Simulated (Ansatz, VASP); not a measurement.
Two plane-wave programs on Ge

Contents of INCAR:

```
SYSTEM = Ge
PREC = Accurate
ENCUT = 520
EDIFF = 1E-7
ISMEAR = -1
SIGMA = 0.1
LREAL = .FALSE.
LASPH = .TRUE.
NELM = 80
ALGO = Normal
ISIF = 2
LWAVE = .FALSE.
LCHARG = .FALSE.
NBANDS = 13
```

The input KPOINTS:

```
Automatic mesh
0
G
  15 15 15
  0 0 0
```

File POSCAR:

```
Ge
1.0
    0.0000000000      2.0272403067      2.0272403067
    2.0272403067      0.0000000000      2.0272403067
    2.0272403067      2.0272403067      0.0000000000
Ge
1
Direct
    0.0000000000      0.0000000000      0.0000000000
```

Input for Ansatz:

```yaml
crystal:
  lattice:
    - [0.0, 2.0272403067, 2.0272403067]
    - [2.0272403067, 0.0, 2.0272403067]
    - [2.0272403067, 2.0272403067, 0.0]
  atoms:
    - { symbol: Ge, position: [0.0, 0.0, 0.0] }
hamiltonian:
  xc: lda
  pseudopotentials:
    kind: paw
    azcp:
      Ge: "pseudopotentials/Ge.paw.azcp"
basis:
  ecutwfc: 420
  fft_grid_basis: typed
kpoints:
  mp_grid: { grid: [15, 15, 15], shift: [0, 0, 0] }
magnetization:
  spin_polarized: false
scf:
  occupations: { method: fermi_dirac, width: 0.1 }
  lower_state_search: "off"
output:
  stress: true
  write_density: true
  write_potential: true
  elf: true
  volumetric_format: npy
```

Alike in both runs: task single point; functional LDA; k mesh 15 × 15 × 15; occupations fermi-dirac, width 0.1 eV; no spin polarisation.

|  | VASP | Ansatz |
| --- | --- | --- |
| version | VASP 6.6.1 | Ansatz 0.2.0 |
| potentials or method | VASP PAW LDA potentials, release 64 (Ge_d) | plane waves (420 eV) with PAW, scalar-relativistic |
| plane-wave cutoff (eV) | 520 | 420 |
| valence electrons in the cell | 14 | 14 |

```tsv
	VASP	Ansatz	Ansatz less VASP
pressure (GPa)	8.1	8.1	-0.08
```

Ansatz warned: «pseudo_functional_mismatch».
